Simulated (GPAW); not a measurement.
Crystal: CoO.

```
CELL_PARAMETERS angstrom
2.82845 0.00000 0.00000
-1.41423 2.44951 0.00000
0.00000 0.00000 2.72172
ATOMIC_POSITIONS crystal
Co 0.00000 0.00000 0.50000
O 0.66667 0.33333 0.00000
```

The cell was built by a generator and needn't be a form met in nature.

* Program: GPAW 26.7.0
* Task: relaxation of cell and atoms
* Functional: RPBE
* Potentials or basis: the program's PAW data sets (release 1.2.1) made for this functional
* Cutoff: 800 eV
* Basis: pw
* k mesh: 8 × 8 × 7
* Occupations: fermi-dirac, width 0.05 eV
* Spin: collinear spin, ferromagnetic start
* Starting moments: [2.0, 0.0] μB

At the start: pressure 6.8 GPa; volume 9.43 Å³/atom.

Q: Where does the relaxation end?

A: Over 7 steps the energy falls by 7.7 meV/atom and the volume is 9.79 Å³/atom (+3.9 %); space group P-6m2 (No. 187, to 0.05 Å); moment 3.00 μB per cell.

The path:
```tsv
step	energy change (eV)	largest force (eV/Å)	pressure (GPa)	volume (Å³)
1	0.0000	0.0000	6.81	18.86
2	-0.0063	0.0000	5.08	19.02
3	-0.0151	0.0000	0.27	19.52
4	-0.0152	0.0000	0.03	19.55
5	-0.0153	0.0000	-0.09	19.57
6	-0.0154	0.0000	-0.22	19.59
7	-0.0154	0.0000	-0.18	19.59
```

Final structure:
```
Co O
1.0
     2.86744    0.00000    0.00000
    -1.43372    2.48327    0.00000
     0.00000    0.00000    2.75110
Co O
1 1
Direct
  0.00000 0.00000 0.50000
  0.66667 0.33333 0.00000
```

Caveat: each step starts from the last one's moments, so a moment once lost doesn't come back; later steps reuse the first step's grids; a cell with one magnetic atom can't hold antiferromagnetic order, which such compounds often take.
